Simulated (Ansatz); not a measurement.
**The 3-layer 2H-MoTe2 (2H stacking) between two gates**

How do the bands of the 3-layer 2H-MoTe2 (2H stacking) follow a displacement field between two gates?

Calculated with Ansatz 0.2.0; plane-wave DFT, PBE-D3(BJ), Ansatz PAW (set soft_1); PAW set soft_1, in the first sound run; inputs show where later runs differ.

## 1. The structure

The cell holds 9 atoms: 6 Te and 3 Mo. Its edges and angles: a = 3.550 Å, b = 3.550 Å, c = 66.822 Å, α = 90.0°, β = 90.0°, γ = 120.0°. Regions: layer 1: 2H-MoTe2, 3 atoms (2 Te and 1 Mo); layer 2: 2H-MoTe2, 3 atoms (2 Te and 1 Mo); layer 3: 2H-MoTe2, 3 atoms (2 Te and 1 Mo). Vacuum lies along c.

## 2. Relaxing the slab

The starting cell is a guess, so the in-plane lattice and the atoms are relaxed first, with the slab cut off from its images along the normal.

File input.yaml:

```yaml
crystal:
  lattice:
    - [3.55, 0.0, 0.0]
    - [-1.775, 3.0743901834, 0.0]
    - [0.0, 0.0, 66.8223078927]
  atoms:
    - { symbol: Te, position: [0.3333333333, 0.6666666667, 0.365895773] }
    - { symbol: Mo, position: [0.0, 0.0, 0.3941356135] }
    - { symbol: Te, position: [0.3333333333, 0.6666666667, 0.422375454] }
    - { symbol: Te, position: [0.0, 0.0, 0.4717601595] }
    - { symbol: Mo, position: [0.3333333333, 0.6666666667, 0.5] }
    - { symbol: Te, position: [0.0, 0.0, 0.5282398405] }
    - { symbol: Te, position: [0.3333333333, 0.6666666667, 0.577624546] }
    - { symbol: Mo, position: [0.0, 0.0, 0.6058643865] }
    - { symbol: Te, position: [0.3333333333, 0.6666666667, 0.634104227] }
  periodic: [true, true, false]
kpoints:
  mp_grid: { grid: [12, 12, 1] }
hamiltonian:
  xc: pbe
  dispersion: d3bj
  pseudopotentials: { kind: paw, azcp: { folder: soft_1 } }
scf:
  occupations: { method: fermi_dirac, width: 0.05 }
  convergence: { dr2_threshold: 1.0e-09 }
relax:
  f_tol: 0.004
  max_steps: 90
  cell: {}
output:
  write_potential: true
  write_density: true
  volumetric_format: npy
```

Launch:

```sh
ansatz run input.yaml --threads 4 --pin off --max-ram 16384MiB --backend cpu --events-out ev --progress --plain --runs-dir out
```

Numbers of over 12 decimals in the logs are rounded to 6 here.

Log:

```text
Warning: relax.cell: scf.convergence.dr2_threshold = 1e-9 eV is looser than the 1.15435632303e-10 eV advised for a relaxation that steers and ends on the stress (1e-10 eV for each atom of the cell: 9, times the square of relax.cell.stress_2d_tol = 0.05 N/m over 27.9 Å (the atoms' height at the walk's start and 5 Å past either face), 1.791e-2 GPa, over a crystal's default 0.05). What an SCF threshold leaves in a stress goes as its square root, and in the free energy as the threshold itself, and one threshold admits the most on a small cell: [figures from the program's tests cut] Set scf.convergence.dr2_threshold to 1.15435632303e-10 eV or tighter. [rest of the remark cut]
Engine: ansatz 0.2.0, aarch64-unknown-linux-gnu
Pseudopotentials: kind: paw
Pseudopotential: Te, paw, valence charge 16, recommended cutoff 420 eV (normal), soft_1/Te.paw.azcp
Pseudopotential: Mo, paw, valence charge 14, recommended cutoff 420 eV (normal), soft_1/Mo.paw.azcp
Functional definition: PBE
  parameter kappa = 0.804
  parameter beta = 0.066725
  exchange = pbe_x(kappa = kappa, mu = beta*pi^2/3)
  correlation = pbe_c(beta = beta)
Crystal: 9 atoms, lattice volume = 729.304 Å³
Basis set: ecut = 420 eV, 14101 PW (Γ), exchange–correlation on 48×48×900 points (8 copies of the dense FFT grid, shifted against one another)
Bands: 83, of which v1, the nominal top of the filled ones, is band 69 counted from 1 (68 counted from 0)
Symmetry: 12 space group operations
Space group: P-6m2 (ITA 187), of the structure as read, at distance tolerance 9.0e-5 Å
k-points: 19 of 144 (time reversal used)
Non-local potential: Te, projectors of the file, l = 0: 2, l = 1: 2, l = 2: 2, l = 3: 1
Non-local potential: Mo, projectors of the file, l = 0: 3, l = 1: 2, l = 2: 2, l = 3: 1
PAW form: soft (Blöchl's): semilocal exchange-correlation on the pseudo side does not see the compensation charge
PAW one-centre angular grid: Te, 590 points (default); XC on 64 Gauss nodes
PAW one-centre angular grid: Mo, 590 points (default); XC on 64 Gauss nodes
Initial density: superposition of atomic densities (neutral atoms: chi_scale 0, normalization atom)
Initial wavefunctions: pseudopotential atomic-orbital guess
Functional: x = pbe(κ = 0.804, μ = 0.219515), c = pbe(β = 0.066725)
SCF iter   1: F=—  HF=-56756.996127 eV  |F-HF|=—  |Δ(HF+E_count)|=         —  Δρ=2.91e-2  dr2=8.94e0  ethr=3.10e-3  ⟨swp⟩=17.8  Hψ=10105  notcnv=0  defer=6
preconditioner: auto → Resta (q_TF=auto, 2.067 Å⁻¹)  ε∞=2.9  [insulator: Δε(μ)=0.794 eV  Ē_g=7.255 eV  σ=0.050 eV  W_gap=1.00  n_scr=84 (ndim 8)  ℏωp=10.1 eV  f_vac=0.671  D(μ)=0.00/eV (n_scr^D=0)  ε∞_Penn≈2.9  vacuum switching on, ρ_ref=3.8e-3 e/Å³]
SCF iter   2: F=—  HF=-56756.078417 eV  |F-HF|=—  |Δ(HF+E_count)|=   9.18e-1  Δρ=1.95e-2  dr2=1.13e1  ethr=3.10e-3  ⟨swp⟩=4.0  Hψ=4065  notcnv=0  defer=60
SCF iter   3: F=—  HF=-56755.066351 eV  |F-HF|=—  |Δ(HF+E_count)|=    1.01e0  Δρ=1.08e-2  dr2=1.18e0  ethr=3.10e-3  ⟨swp⟩=4.0  Hψ=2814  notcnv=0  defer=51
SCF iter   4: F=—  HF=-56754.877233 eV  |F-HF|=—  |Δ(HF+E_count)|=   1.89e-1  Δρ=3.19e-3  dr2=6.87e-2  ethr=8.56e-4  ⟨swp⟩=3.0  Hψ=2698  notcnv=0  defer=48
SCF iter   5: F=—  HF=-56754.871113 eV  |F-HF|=—  |Δ(HF+E_count)|=   6.12e-3  Δρ=9.71e-4  dr2=4.60e-2  ethr=4.98e-5  ⟨swp⟩=3.2  Hψ=3251  notcnv=0  defer=48
SCF iter   6: F=—  HF=-56754.868087 eV  |F-HF|=—  |Δ(HF+E_count)|=   3.03e-3  Δρ=3.74e-4  dr2=1.23e-3  ethr=3.33e-5  ⟨swp⟩=2.6  Hψ=2154  notcnv=0  defer=48
SCF iter   7: F=—  HF=-56754.868230 eV  |F-HF|=—  |Δ(HF+E_count)|=   1.42e-4  Δρ=1.37e-4  dr2=5.67e-4  ethr=8.88e-7  ⟨swp⟩=4.1  Hψ=3199  notcnv=0  defer=50
SCF iter   8: F=—  HF=-56754.868366 eV  |F-HF|=—  |Δ(HF+E_count)|=   1.36e-4  Δρ=2.05e-4  dr2=1.67e-3  ethr=4.11e-7  ⟨swp⟩=2.9  Hψ=2341  notcnv=0  defer=50  recentre
SCF iter   9: F=—  HF=-56754.868245 eV  |F-HF|=—  |Δ(HF+E_count)|=   1.21e-4  Δρ=7.26e-5  dr2=1.63e-4  ethr=4.11e-7  ⟨swp⟩=2.8  Hψ=2234  notcnv=0  defer=50
SCF iter  10: F=—  HF=-56754.868246 eV  |F-HF|=—  |Δ(HF+E_count)|=   1.79e-6  Δρ=1.79e-5  dr2=7.86e-6  ethr=1.18e-7  ⟨swp⟩=2.6  Hψ=2149  notcnv=0  defer=50
SCF iter  11: F=—  HF=-56754.868359 eV  |F-HF|=—  |Δ(HF+E_count)|=   1.12e-4  Δρ=3.65e-6  dr2=8.22e-7  ethr=5.70e-9  ⟨swp⟩=2.9  Hψ=2563  notcnv=0  defer=50
SCF iter  12: F=—  HF=-56754.868359 eV  |F-HF|=—  |Δ(HF+E_count)|=   4.16e-8  Δρ=2.02e-6  dr2=1.01e-7  ethr=5.96e-10  ⟨swp⟩=3.1  Hψ=2603  notcnv=0  defer=50
SCF iter  13: F=—  HF=-56754.868359 eV  |F-HF|=—  |Δ(HF+E_count)|=   5.41e-9  Δρ=9.93e-7  dr2=1.46e-8  ethr=7.35e-11  ⟨swp⟩=3.0  Hψ=2411  notcnv=0  defer=50
SCF iter  14: F=-56754.868359 eV  HF=-56754.868359 eV  |F-HF|=2.91e-11  |Δ(HF+E_count)|=   4.36e-9  Δρ=2.85e-7  dr2=7.55e-10  ethr=1.00e-12  ⟨swp⟩=10.9  Hψ=12682  notcnv=0
SCF 1 converged in 14 iterations: F = -56754.868359 eV  dr2 = 7.55e-10
  greatest PAW one-centre occupation: 0.999 electrons in one spin orbital (limit 2), on the Mo atom at site 1 (counted from 0), in its partial waves of l = 0
relax step   1: F+E_penalty+E_count = -56754.86835870 eV  Δ(F+E_penalty+E_count) = +0.000e0 eV  max|allowed force component| = 1.078e0 eV/Å  Δτ_max = 0.0000 Å  P = -10.579 N/m  Ω = 729.304 Å³  fix = [c, alpha, beta]  reactions: c -0.000 N/m  (14 SCF iters, accepted)
Crystal: 9 atoms, lattice volume = 709.198 Å³
Basis set: ecut = 420 eV, 13777 PW (Γ), exchange–correlation on 48×48×900 points (8 copies of the dense FFT grid, shifted against one another)
Initial density: handed on by an earlier stage of this run
Initial wavefunctions: those handed on with the density
iter 1 solved again at ethr=6.41e-4 eV; its pass at ethr=3.10e-3 eV (dr2=8.85e-1 eV) is discarded
SCF iter   1: F=—  HF=-56754.719837 eV  |F-HF|=—  |Δ(HF+E_count)|=         —  Δρ=8.13e-3  dr2=8.86e-1  ethr=6.41e-4  ⟨swp⟩=3.5  Hψ=11015  notcnv=0
preconditioner: auto → Resta (q_TF=auto, 2.077 Å⁻¹)  ε∞=2.9  [insulator: Δε(μ)=0.687 eV  Ē_g=7.427 eV  σ=0.050 eV  W_gap=1.00  n_scr=62 (ndim 8)  ℏωp=10.2 eV  f_vac=0.679  D(μ)=0.00/eV (n_scr^D=0)  ε∞_Penn≈2.9  vacuum switching on, ρ_ref=4.0e-3 e/Å³]
SCF iter   2: F=—  HF=-56754.717750 eV  |F-HF|=—  |Δ(HF+E_count)|=   2.09e-3  Δρ=6.82e-3  dr2=9.31e-1  ethr=6.41e-4  ⟨swp⟩=4.6  Hψ=2894  notcnv=0
SCF iter   3: F=—  HF=-56754.607193 eV  |F-HF|=—  |Δ(HF+E_count)|=   1.11e-1  Δρ=2.54e-3  dr2=3.28e-2  ethr=6.41e-4  ⟨swp⟩=3.6  Hψ=2751  notcnv=0  defer=68
SCF iter   4: F=—  HF=-56754.601643 eV  |F-HF|=—  |Δ(HF+E_count)|=   5.55e-3  Δρ=2.96e-4  dr2=3.56e-4  ethr=2.38e-5  ⟨swp⟩=3.4  Hψ=2793  notcnv=0  defer=74
[...]
relax step   5: F+E_penalty+E_count = -56755.21681425 eV  Δ(F+E_penalty+E_count) = -4.941e-3 eV  max|allowed force component| = 6.503e-2 eV/Å  Δτ_max = 0.1462 Å  P = +0.344 N/m  Ω = 706.765 Å³  energy of the carried Pulay correction = +1.349e-3 eV  fix = [c, alpha, beta]  reactions: c +0.000 N/m  (14 SCF iters, accepted)
[...]
relax step   6: F+E_penalty+E_count = -56755.21857252 eV  Δ(F+E_penalty+E_count) = -1.758e-3 eV  max|allowed force component| = 6.385e-3 eV/Å  Δτ_max = 0.0301 Å  P = +0.079 N/m  Ω = 708.480 Å³  energy of the carried Pulay correction = +1.244e-3 eV  fix = [c, alpha, beta]  reactions: c +0.000 N/m  (11 SCF iters, accepted)
[...]
relax step   7: F+E_penalty+E_count = -56755.21865529 eV  Δ(F+E_penalty+E_count) = -8.277e-5 eV  max|allowed force component| = 1.350e-3 eV/Å  Δτ_max = 0.0114 Å  P = +0.005 N/m  Ω = 708.556 Å³  energy of the carried Pulay correction = +1.239e-3 eV  fix = [c, alpha, beta]  reactions: c +0.000 N/m  (10 SCF iters, accepted)
Initial wavefunctions: pseudopotential atomic-orbital guess (no wavefunctions were taken with the density)
iter 1 solved again at ethr=1.01e-7 eV; its pass at ethr=3.10e-3 eV (dr2=1.39e-4 eV) is discarded
SCF iter   1: F=—  HF=-56755.217208 eV  |F-HF|=—  |Δ(HF+E_count)|=         —  Δρ=2.09e-5  dr2=7.38e-7  ethr=1.01e-7  ⟨swp⟩=7.4  Hψ=17802  notcnv=0
SCF iter   2: F=—  HF=-56755.217347 eV  |F-HF|=—  |Δ(HF+E_count)|=   1.39e-4  Δρ=9.72e-6  dr2=1.22e-7  ethr=5.35e-10  ⟨swp⟩=4.2  Hψ=4206  notcnv=0
SCF iter   3: F=—  HF=-56755.217347 eV  |F-HF|=—  |Δ(HF+E_count)|=   1.55e-7  Δρ=2.25e-6  dr2=3.01e-8  ethr=8.81e-11  ⟨swp⟩=2.9  Hψ=3317  notcnv=0
SCF iter   4: F=—  HF=-56755.217347 eV  |F-HF|=—  |Δ(HF+E_count)|=   1.30e-8  Δρ=1.24e-6  dr2=6.40e-8  ethr=2.18e-11  ⟨swp⟩=3.0  Hψ=2542  notcnv=0
SCF iter   5: F=—  HF=-56755.217347 eV  |F-HF|=—  |Δ(HF+E_count)|=   2.92e-9  Δρ=5.08e-7  dr2=6.91e-9  ethr=2.18e-11  ⟨swp⟩=2.5  Hψ=1923  notcnv=0
SCF iter   6: F=—  HF=-56755.217347 eV  |F-HF|=—  |Δ(HF+E_count)|=  6.11e-10  Δρ=2.17e-7  dr2=1.99e-9  ethr=5.01e-12  ⟨swp⟩=2.6  Hψ=2234  notcnv=0
SCF iter   7: F=-56755.217347 eV  HF=-56755.217347 eV  |F-HF|=2.46e-9  |Δ(HF+E_count)|=   2.06e-9  Δρ=5.68e-8  dr2=5.82e-11  ethr=1.00e-12  ⟨swp⟩=18.1  Hψ=12430  notcnv=0
SCF 8 converged in 7 iterations: F = -56755.217347 eV  dr2 = 5.82e-11
relax step   8: F+E_penalty+E_count = -56755.21734697 eV  Δ(F+E_penalty+E_count) = +1.308e-3 eV  max|allowed force component| = 1.191e-3 eV/Å  Δτ_max = 0.0000 Å  P = +0.008 N/m  Ω = 708.556 Å³  fix = [c, alpha, beta]  reactions: c +0.000 N/m  stress off target by 8.01e-3 N/m on what of the cell is left free  SCF on the basis re-selected at this cell (its energy is not comparable with the rows above)  (7 SCF iters)
basis re-selected at this cell: Δ(F+E_penalty+E_count) = +1.308e-3 eV, ΔP = +0.003 N/m vs the last step (what re-selecting the basis moved, of the pressure what is left beyond the Pulay correction that the steps carried, after the strain that the cell walked since its last selection, with what the two solves' SCF thresholds leave and, on support functions, any second-order correction that the steps lacked; it is no m [...]
WARN: The input density's exchange-correlation potential varies sharply where the density is thin. Do not read a vacuum level from v_tot or v_xc, or from such a field of the output density. On a cell that repeats whose density bears no net charge and no dipole along the vacuum's axis use v_es (v_loc + v_h of the components); under efield.dipole_correction with no amplitude use v_es + v_field, which holds any external [...]
dispersion: the relaxed geometry stands within reach of a switch of an atom's C6, across which e_disp changes (each atom's share, over what another start of this relaxation can change, counted as every distance, over a cell that relax.cell.fix or crystal.periodic holds in part: site 1 (Mo), some 0.19 eV, crossed with farther neighbours; site 4 (Mo), some 0.22 eV, crossed with farther neighbours; site 7 (Mo), some 0.19 eV, crossed with farther neighbours; some 0.60 eV in sum): a start on the other side of the switch can end at another minimum, lower or higher, and the walk did not compare the two: [rest of the remark cut]
SCF converged after 7 iterations
Free energy (F): -56755.217347 eV
Harris-Foulkes:  -56755.217347 eV  (|F-HF|=2.46e-9)
Internal energy: -56755.217296 eV  (E = F + TS)
E sigma→0 (E₀):  -56755.217322 eV
Entropy (-TS):   -0.000051 eV (-0.006 meV/atom)
Fermi energy:    -4.279379 eV
--- Per-component energies (eV) ---
  E_band       = -4083.045090
  E_kinetic    = 2305.702553
  E_local      = -1637059.222198  (includes V_loc(G=0)·N_el)
  E_nonlocal   = 847.733617
  E_hartree    = 816979.094173
  E_xc         = -1264.326936
  E_vxc        = -1272.227987  (∫ρ·V_xc dr)
  E_paw        = -37668.512575  (= ΣΔE_a)
  E_vpaw       = -2863.213338  (= ΣTr[D̂ρ^β])
  E_aug_tail   = 0.000701  (compensation charges beyond the density's cutoff)
  E_ewald      = 799108.818723
  E_disp       = -4.505355  (pairwise vdW)
  E_smearing   = -0.000051  (= −TS)
  E_closure    = 0.000000  (closes the sum)
  Σ components = -56755.217347   (vs F -56755.217347, Δ=0.00e0)
--- Forces (eV/Å), atoms counted from 1 ---
  atom   1  Te    -0.00000000     0.00000000     0.00019924
  atom   2  Mo    -0.00000000    -0.00000000     0.00003327
  atom   3  Te     0.00000000     0.00000000    -0.00040583
  atom   4  Te     0.00000000    -0.00000000     0.00119077
  atom   5  Mo     0.00000000     0.00000000     0.00000000
  atom   6  Te     0.00000000    -0.00000000    -0.00119077
  atom   7  Te     0.00000000     0.00000000     0.00040583
  atom   8  Mo    -0.00000000    -0.00000000    -0.00003327
  atom   9  Te    -0.00000000     0.00000000    -0.00019924
  max |Σ_I F_I| component: 6.94e-17 eV/Å
--- 2D stress c σ (N/m, compression-positive) ---
        0.008013       0.000000      -0.000000
        0.000000       0.008013      -0.000000
       -0.000000      -0.000000       0.000000
  P = ½ c Tr σ = 0.0080 N/m
--- Band table (eV; the first three rows and the last of 19) ---
  k-point 0: bands = [... 65 lower, -5.6338, -5.6066, -4.7138, -4.6424, -1.7429, -1.7429, -1.6843, -1.6843, ... 10 higher]
  k-point 1: bands = [... 65 lower, -5.5307, -5.5152, -4.7269, -4.6894, -2.1142, -2.0775, -2.0021, -1.9477, ... 10 higher]
  k-point 2: bands = [... 65 lower, -5.5575, -5.5416, -5.0942, -4.9899, -2.8391, -2.7631, -2.6492, -2.5675, ... 10 higher]
  k-point 18: bands = [... 65 lower, -6.5536, -4.9708, -4.8611, -4.7486, -3.6338, -3.6287, -3.6225, -3.4841, ... 10 higher]
  the weakly bound empty levels are not read free of the cell's end (no_gap_told)
--- Relaxed structure (7 steps of the walk, 6 accepted, 1 SCFs on fresh bases) ---
  F+E_penalty+E_count = -56755.21734697 eV   max|allowed force component| = 1.191e-3 eV/Å   (the final SCF, on the basis selected at the relaxed cell)
  cell:  # Å, volume = 708.5562 Å³
    - [3.499138, -2.8233930047266537e-18, 0]
    - [-1.749569, 3.030343, 0]
    - [0, 0, 66.8223078927]
  atoms:
    - { symbol: Te, position: [0.333333, 0.666667, 0.370285] }
    - { symbol: Mo, position: [-1.1617274714902975e-18, -2.17018904013385e-17, 0.397471] }
    - { symbol: Te, position: [0.333333, 0.666667, 0.424688] }
    - { symbol: Te, position: [-3.6860667819690115e-19, -2.17018904013385e-17, 0.472818] }
    - { symbol: Mo, position: [0.333333, 0.666667, 0.500000] }
    - { symbol: Te, position: [3.686066781968041e-19, -2.17018904013385e-17, 0.527182] }
    - { symbol: Te, position: [0.333333, 0.666667, 0.575312] }
    - { symbol: Mo, position: [1.1617274714903483e-18, -2.17018904013385e-17, 0.602529] }
    - { symbol: Te, position: [0.333333, 0.666667, 0.629715] }
```

Wall time 5.9 min (4 threads of Arm Neoverse V1, shared host); peak memory 1.9 GiB; 23 min of CPU time.

Relaxation path:

```tsv
step	energy less that of the first step (eV)	largest force component (eV/Å)	volume (Å³)
1	0.0000	1.0783	729.30
2	0.2666	1.8338	709.20
3	-0.3223	0.2497	706.83
4	-0.3435	0.0647	708.50
5	-0.3485	0.0650	706.77
6	-0.3502	0.0064	708.48
7	-0.3503	0.0014	708.56
8*	-0.3490	0.0012	708.56
```

Relaxation steps marked * repeat the geometry before them on a plane-wave basis chosen anew for their cell, so energy and pressure can jump there. Relaxation step 2 was tried and not accepted.

Forces are held to the 12 operations that the run works with; a distortion that breaks them can't arise in this run.

```tsv
cell as run	before	after	change
a (Å)	3.550	3.499	-1.4 %
b (Å)	3.550	3.499	-1.4 %
```

The atoms that moved most (Å, along periodic axes as changes of fractional coordinates times the final cell, across vacuum about the mean position):

```tsv
atom	dx	dy	dz	length
Te1	0.000	0.000	0.293	0.293
Te9	0.000	0.000	-0.293	0.293
Mo8	0.000	0.000	-0.223	0.223
Mo2	0.000	0.000	0.223	0.223
Te7	0.000	0.000	-0.155	0.155
Te3	0.000	0.000	0.155	0.155
Te6	0.000	0.000	-0.071	0.071
Te4	0.000	0.000	0.071	0.071
```

The lattice constant a goes from 3.550 to 3.499 Å.

(Continued in part 2 of 3.)

[Logs are printed without paths, hosts, clocks, repeated set-up lines and the standing remarks that a program may print on its own settings, such as how far it seeks lower states.]

[Hosts, paths, dates, database ids (printed as entryN), source tags and the programs' standing remarks are cut or masked in the printed files.]

[Maps of the electrostatic potential energy from Ansatz leave out the sawtooth potential of an applied field or a dipole correction, so their vacuum need not be flat; planar profiles and work functions include it.]
